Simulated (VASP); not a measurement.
# ZrSe2 (P-3m1) in VASP: settings compared

Aim: see how the results for ZrSe2 move with the level of theory and the settings. Levels: PBEsol, PBE+D3(BJ). Tasks: relaxation of cell and atoms.

Program: VASP 6.6.1. These are calculated values, not measurements. Logs are shortened: lines on timing, memory, paths and dates and some standing lists are left out, and cuts for length are marked.

**1. The crystal as given**

Symmetry: P-3m1, No. 164, trigonal system. The conventional cell has a = 3.733 Å, b = 3.733 Å, c = 6.146 Å, α = 90.00°, β = 90.00°, γ = 120.00°. Around Zr (site symmetry -3m) lie 6 Se at 2.68 Å. Around Se (site symmetry 3m) lie 3 Zr at 2.68 Å.

**2. Relaxation of cell and atoms, PBEsol**

INCAR reads:

```
SYSTEM = ZrSe2
  PREC = Accurate
  ENCUT = 600
  EDIFF = 1E-7
  ISMEAR = 0
  SIGMA = 0.03
  LREAL = .FALSE.
  LASPH = .TRUE.
  NELM = 80
  ALGO = Normal
  ISIF = 3
  LWAVE = .FALSE.
  LCHARG = .FALSE.
  GGA = PS
  IBRION = 2
  NSW = 90
  EDIFFG = -0.005
```

KPOINTS reads:

```
regular mesh
0
G
  9 9 5
  0 0 0
```

POSCAR reads:

```
ZrSe2                                   
1.0
    3.7330361443      0.0000000000     -0.0000000000
   -1.8665180721      3.2329041342     -0.0000000000
   -0.0000000000     -0.0000000000      6.1463817916
  Zr              Se            
     1     2
Direct
     0.0000000000000000    0.0000000000000000    0.0000000000000000
     0.3333333332999970    0.6666666667000030    0.2583415957590215
     0.6666666667000030    0.3333333332999970    0.7416584042409785
```

Potentials or basis: VASP PAW PBE potentials, release 64 (Zr_sv, Se).

Command:

```bash
$ cat potpaw_PBE.64/Zr_sv/POTCAR potpaw_PBE.64/Se/POTCAR > POTCAR
$ mpirun -np 1 vasp_std > vasp.out
```

OUTCAR:

```text
SYSTEM = ZrSe2
   PREC = Accurate
   ENCUT = 600
   EDIFF = 1E-7
   ISMEAR = 0
   LREAL = .FALSE.
   LASPH = .TRUE.
   NELM = 80
   ISIF = 3
   GGA = PS
   IBRION = 2
   NSW = 90
   EDIFFG = -0.005

 ion  position               nearest neighbor table
   1  0.000  0.000  0.000-   2 2.68   3 2.68   2 2.68   3 2.68   3 2.68   2 2.68
   2  0.333  0.667  0.258-   1 2.68   1 2.68   1 2.68
   3  0.667  0.333  0.742-   1 2.68   1 2.68   1 2.68

  LATTYP: Found a hexagonal cell.
 ALAT       =     3.7330361443
 C/A-ratio  =     1.6464833326

  Lattice vectors:

 A1 = (   3.7330361443,   0.0000000000,   0.0000000000)
 A2 = (  -1.8665180721,   3.2329041342,   0.0000000000)
 A3 = (   0.0000000000,   0.0000000000,   6.1463817916)

Analysis of symmetry for initial positions (statically):
=====================================================================
 Subroutine PRICEL returns:
 Original cell was already a primitive cell.

 Routine SETGRP: Setting up the symmetry group for a
 hexagonal supercell.

 Subroutine GETGRP returns: Found 12 space group operations
 (whereof 12 operations were pure point group operations)
 out of a pool of 24 trial point group operations.

The static configuration has the point symmetry D_3d.

Analysis of symmetry for dynamics (positions and initial velocities):
=====================================================================
 Subroutine PRICEL returns:
 Original cell was already a primitive cell.

 Routine SETGRP: Setting up the symmetry group for a
 hexagonal supercell.

 Subroutine GETGRP returns: Found 12 space group operations
 (whereof 12 operations were pure point group operations)
 out of a pool of 24 trial point group operations.

The dynamic configuration has the point symmetry D_3d.

 Subroutine INISYM returns: Found 12 space group operations
 (whereof 12 operations are pure point group operations),
 and found     1 'primitive' translations

----------------------------------------------------------------------------------------

                                     Primitive cell

  volume of cell :      74.1779

  direct lattice vectors                    reciprocal lattice vectors
     3.733036144  0.000000000  0.000000000     0.267878467  0.154659705  0.000000000
    -1.866518072  3.232904134  0.000000000     0.000000000  0.309319410  0.000000000
     0.000000000  0.000000000  6.146381792     0.000000000  0.000000000  0.162697345

  length of vectors
     3.733036144  3.733036144  6.146381792     0.309319410  0.309319410  0.162697345

  position of ions in fractional coordinates (direct lattice)
     0.000000000  0.000000000  0.000000000
     0.333333333  0.666666667  0.258341596
     0.666666667  0.333333333  0.741658404

  ion indices of the primitive-cell ions
   primitive index   ion index
                 1           1
                 2           2
                 3           3

----------------------------------------------------------------------------------------

 KPOINTS: regular mesh

Automatic generation of k-mesh.
 Grid dimensions read from file:
 generate k-points for:    9    9    5

 Generating k-lattice:

  Cartesian coordinates                     Fractional coordinates (reciprocal lattice)
     0.029764274  0.017184412  0.000000000     0.111111111  0.000000000  0.000000000
     0.000000000  0.034368823  0.000000000     0.000000000  0.111111111  0.000000000
     0.000000000  0.000000000  0.032539469     0.000000000  0.000000000  0.200000000

  Length of vectors
     0.034368823  0.034368823  0.032539469

  Shift w.r.t. Gamma in fractional coordinates (k-lattice)
     0.000000000  0.000000000  0.000000000

 Subroutine IBZKPT returns following result:
 ===========================================

 Found     50 irreducible k-points:

 Following reciprocal coordinates:
            Coordinates               Weight
  0.000000  0.000000  0.000000      1.000000
  0.111111  0.000000  0.000000      6.000000
  0.222222  0.000000  0.000000      6.000000
  0.333333  0.000000  0.000000      6.000000
  0.444444  0.000000  0.000000      6.000000
  0.111111  0.111111  0.000000      6.000000
[... 16 lines left out ...]
  0.222222  0.111111  0.200000     12.000000
 -0.111111  0.333333  0.200000     12.000000
 [... further k-points ...]
   k-points           NKPTS =     50   k-points in BZ     NKDIM =     50   number of bands    NBANDS=     16
   number of dos      NEDOS =    301   number of ions     NIONS =      3
   total plane-waves  NPLWV =  45000
   dimension x,y,z NGX =    30 NGY =   30 NGZ =   50
   dimension x,y,z NGXF=    60 NGYF=   60 NGZF=  100
   ions per type =               1   2
   NGX,Y,Z   is equivalent  to a cutoff of  13.36, 13.36, 13.52 a.u.
   NGXF,Y,Z  is equivalent  to a cutoff of  26.72, 26.72, 27.05 a.u.
 SYSTEM =  ZrSe2
   PREC   = accura    normal or accurate (medium, high low for compatibility)
   ISTART =      0    job   : 0-new  1-cont  2-samecut
   ICHARG =      2    charge: 1-file 2-atom 10-const
   ISPIN  =      1    spin polarized calculation?
   LNONCOLLINEAR =      F non collinear calculations
   LSORBIT =      F    spin-orbit coupling
   LASPH  =      T    aspherical Exc in radial PAW
   ENCUT  =  600.0 eV  44.10 Ry    6.64 a.u.   7.46  7.46 12.28*2*pi/ulx,y,z
   NELM   =     80;   NELMIN=  2; NELMDL= -5     # of ELM steps
   EDIFF  = 0.1E-06   stopping-criterion for ELM
   LREAL  =      F    real-space projection
   EDIFFG = -.5E-02   stopping-criterion for IOM
   NSW    =     90    number of steps for IOM
   IBRION =      2    ionic relax: 0-MD 1-quasi-New 2-CG
   NFREE  =      1    steps in history (QN), initial steepest desc. (CG)
   ISIF   =      3    stress and relaxation
   ISYM   =      2    0-nonsym 1-usesym 2-fastsym
   POTIM  = 0.5000    time-step for ionic-motion
   TEBEG  =    0.0;   TEEND  =   0.0 temperature during run
   PSTRESS=    0.0 pullay stress
   NELECT =      24.0000    total number of electrons
   NUPDOWN=      -1.0000    fix difference up-down
   EMIN   =  10.00;   EMAX   =-10.00  energy-range for DOS
   EFERMI =   0.00;   METHOD = LEGACY
   ISMEAR =     0;   SIGMA  =   0.03  broadening in eV -4-tet -1-fermi 0-gaus
   EFERMI_NEDOS =   21; number of points for ismear=-14 and -15
   IALGO  =     38    algorithm
   IMIX   =      4    mixing-type and parameters
     AMIX     =   0.40;   BMIX     =  1.00
     AMIX_MAG =   1.60;   BMIX_MAG =  1.00
  volume/ion in A,a.u.               =      24.73       166.86
  Fermi-wavevector in a.u.,A,eV,Ry     =   1.123881  2.123827 17.185640  1.263109
  Thomas-Fermi vector in A             =   2.260550
   LORBIT       =      0    0 simple, 1 ext, 2 COOP (PROOUT), +10 PAW based schemes
   GGA     = PS    functional components
   LHFCALC =     F    Hartree Fock is set to
   AEXX    =    0.0000 exact exchange contribution
   IVDW    =     0    specifies the selected vdW correction
   LEPSILON=     F    determine dielectric tensor
   LRPA    =     F    only Hartree local field effects (RPA)
 conjugate gradient relaxation of ions
 non-spin polarized calculation
 Gauss-broadening in eV      SIGMA  =   0.03
  energy-cutoff  :      600.00
  volume of cell :       74.18
 maximum number of plane-waves:      2539
 NGX is ok and might be reduce to    30
   NGX = 15   NGY = 15   NGZ = 25

 number of electron      24.0000000 magnetization

 Free energy of the ion-electron system (eV)
  ---------------------------------------------------
  ext. energy  EPLUGINS =         0.00000000
  ---------------------------------------------------
  free energy    TOTEN  =       -20.81327545 eV

  energy without entropy =      -20.81327259  energy(sigma->0) =      -20.81327402

 E-fermi :   4.6757     XC(G=0):  -9.8530

 val. band max:        4.6147888964   @ k =   0.0000   0.0000   0.0000
 cond. band min:       4.7435849110   @ k =   0.0000   0.4444   0.4000
 fundamental gap:      0.1287960146
 Fermi energy:         4.6756798690

 k-point     1 :       0.0000    0.0000    0.0000
  band No.  band energies     occupation
      1     -44.7235      2.00000
      2     -22.8217      2.00000
      3     -22.6948      2.00000
      4     -22.6948      2.00000
      5      -8.8139      2.00000
      6      -7.4807      2.00000
[... 8 lines left out ...]
     15       5.9305      0.00000
     16       8.8134      0.00000

 k-point     2 :       0.1111    0.0000    0.0000
  band No.  band energies     occupation
      1     -44.7217      2.00000
      2     -22.8155      2.00000
      3     -22.7211      2.00000
      4     -22.7004      2.00000
      5      -8.6948      2.00000
      6      -7.4885      2.00000
[... 8 lines left out ...]
     15       6.1851      0.00000
     16       8.4623      0.00000

 k-point     3 :       0.2222    0.0000    0.0000
  band No.  band energies     occupation
      1     -44.7172      2.00000
      2     -22.8009      2.00000
      3     -22.7856      2.00000
      4     -22.7146      2.00000
      5      -8.3765      2.00000
      6      -7.5075      2.00000
[... 8 lines left out ...]
     15       6.6501      0.00000
     16       8.7516      0.00000

 k-point     4 :       0.3333    0.0000    0.0000
  band No.  band energies     occupation
      1     -44.7120      2.00000
      2     -22.8611      2.00000
      3     -22.7809      2.00000
      4     -22.7307      2.00000
      5      -7.9848      2.00000
      6      -7.5178      2.00000
[... 8 lines left out ...]
     15       7.1956      0.00000
     16       9.3300      0.00000
[... 324 lines left out ...]
 k-point    22 :       0.1111    0.1111    0.2000
  band No.  band energies     occupation
      1     -44.7185      2.00000
      2     -22.8047      2.00000
      3     -22.7647      2.00000
      4     -22.7126      2.00000
      5      -8.4007      2.00000
      6      -7.6032      2.00000
[... 8 lines left out ...]
     15       6.8951      0.00000
     16       8.5439      0.00000

 k-point    23 :       0.2222    0.1111    0.2000
  band No.  band energies     occupation
      1     -44.7137      2.00000
      2     -22.8291      2.00000
      3     -22.7876      2.00000
      4     -22.7331      2.00000
      5      -8.0324      2.00000
      6      -7.6157      2.00000
[... 8 lines left out ...]
     15       7.2446      0.00000
     16       8.6971      0.00000

 k-point    24 :      -0.1111    0.3333    0.2000
  band No.  band energies     occupation
      1     -44.7137      2.00000
      2     -22.8290      2.00000
      3     -22.7876      2.00000
      4     -22.7331      2.00000
      5      -8.0881      2.00000
      6      -7.5452      2.00000
[... 8 lines left out ...]
     15       7.3985      0.00000
     16       8.2554      0.00000

 [... further k-points ...]

------------------------ aborting loop because EDIFF is reached ----------------------------------------

  FORCE on cell =-STRESS in cart. coord.  units (eV):
  Direction    XX          YY          ZZ          XY          YZ          ZX
  --------------------------------------------------------------------------------------
  -------------------------------------------------------------------------------------
  Total       -0.0014663     -0.0014663     -0.0075765     -0.0000000      0.0000000      0.0000000
  in kB       -0.0316715     -0.0316715     -0.1636448     -0.0000000      0.0000000      0.0000000
  external PRESSURE =      -0.0756626 kB  Pullay stress =       0.0000000 kB

 VOLUME and BASIS-vectors are now :
 -----------------------------------------------------------------------------
  energy-cutoff  :      600.00
  volume of cell :       74.18
      direct lattice vectors                 reciprocal lattice vectors
     3.733036144  0.000000000  0.000000000     0.267878467  0.154659705  0.000000000
    -1.866518072  3.232904134  0.000000000     0.000000000  0.309319410  0.000000000
     0.000000000  0.000000000  6.146381792     0.000000000  0.000000000  0.162697345

 POSITION                                       TOTAL-FORCE (eV/Angst)
 -----------------------------------------------------------------------------------
      0.00000      0.00000      0.00000         0.000000      0.000000      0.000000
     -0.00000      2.15527      1.58787        -0.000000      0.000000      0.003923
      1.86652      1.07763      4.55852         0.000000     -0.000000     -0.003923
 -----------------------------------------------------------------------------------
    total drift:                                0.000000     -0.000000     -0.000000

  FREE ENERGIE OF THE ION-ELECTRON SYSTEM (eV)
  ---------------------------------------------------
  free  energy   TOTEN  =       -20.8132754505 eV

  energy  without entropy=      -20.8132725949  energy(sigma->0) =      -20.81327402

 reached required accuracy - stopping structural energy minimisation
```

Run time: 34 s. Hardware: 1 thread of Intel Xeon 6975P-C (Granite Rapids), shared host; peak memory 0.24 GiB.

Results:

```
Free energy                  : -20.8133 eV
Pressure after relaxing      : 0.0 GPa
Largest force after relaxing : 0.004 eV/Å
Band gap on the k mesh       : 0.13 eV, indirect (least direct gap 1.01 eV)
```

Forces on the atoms (eV/Å):
```
Zr   0.000  0.000  0.000
Se   0.000  0.000  0.004
Se   0.000  0.000 -0.004
```

Final structure:
```
Zr Se
1.0
     3.73304    0.00000    0.00000
    -1.86652    3.23290    0.00000
     0.00000    0.00000    6.14638
Zr Se
1 2
Direct
  0.00000 0.00000 0.00000
  0.33333 0.66667 0.25834
  0.66667 0.33333 0.74166
```

Caveat: the relaxation stopped at its first step, so nothing moved; the PAW data sets were made with another functional, which shifts forces and pressure a little; an odd mesh through Γ misses points on the zone boundary, where band edges often lie; this functional lacks dispersion, which binds the layers, so the pressure and a relaxed spacing across them are unreliable.

[end of part 1 of 2]
